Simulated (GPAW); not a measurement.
A run of GPAW 26.7.0 is set up as follows.

Contents of run.py:

```python
from ase.dft.bandgap import bandgap
from ase.io import read, write
from ase.units import GPa
from gpaw import GPAW, PW

atoms = read('Re.cif')

calc = GPAW(mode=PW(600),
            xc='PBE',
            kpts={'size': (8, 8, 4), 'gamma': True},
            occupations={'name': 'fermi-dirac', 'width': 0.05},
            setups={'Re': ':d,4.0'},
            nbands=26,
            convergence={'density': 1e-05, 'energy': 1e-05},
            maxiter=150,
            txt='gpaw.txt')
atoms.calc = calc
energy = atoms.get_potential_energy()
forces = atoms.get_forces()
stress = atoms.get_stress()
calc.write('gs.gpw')
write('result.traj', atoms)
print(f'Energy: {energy:.6f} eV')
print('Forces (eV/A):')
print(forces.round(4))
print('Stress (GPa):', (stress / GPa).round(3))
print('Fermi level:', round(calc.get_fermi_level(), 4), 'eV')
print(f'Gap: {bandgap(calc)[0]:.4f} eV, direct: {bandgap(calc, direct=True)[0]:.4f} eV')

path = atoms.cell.bandpath('GMKGALHA,LM,KH', npoints=80, eps=1e-4)
bs_calc = calc.fixed_density(kpts=path, symmetry='off', nbands=37,
                             convergence={'bands': 'CBM+6.0', 'eigenstates': 1e-6}, txt='bands.txt')
bs = bs_calc.band_structure()
bs.write('bs.json')
print(f'Gap on the path: {bandgap(bs_calc)[0]:.4f} eV')
```

The input Re.cif:

```cif
data_Re
_cell_length_a 2.76080000
_cell_length_b 2.76080000
_cell_length_c 4.45820000
_cell_angle_alpha 90.00000000
_cell_angle_beta 90.00000000
_cell_angle_gamma 120.00000000
_space_group_name_H-M_alt 'P1'
_space_group_name_Hall 'P 1'
_space_group_IT_number 1
loop_
_space_group_symop_operation_xyz
'x,y,z'
loop_
_atom_site_label
_atom_site_type_symbol
_atom_site_symmetry_multiplicity
_atom_site_Wyckoff_symbol
_atom_site_fract_x
_atom_site_fract_y
_atom_site_fract_z
_atom_site_occupancy
Re1 Re 1 a 0.6666666667 0.3333333333 0.7500000000 1
Re2 Re 1 a 0.3333333333 0.6666666667 0.2500000000 1
```

Potentials or basis: GPAW PAW data sets (gpaw-data 1.2.1), pw.

Run with:

```bash
$ OMP_NUM_THREADS=1 python run.py
```

(1) What does it give for the band gap along the path?

(2) What does it give for the pressure?

Answers

(1) none (metal or under the smearing width).

(2) 2.1 GPa.

Caveat: spin-orbit coupling is left out, which moves the levels of the heavy elements; U without spin polarisation on a metal has little footing; the U is typed as a test and isn't derived for this compound.
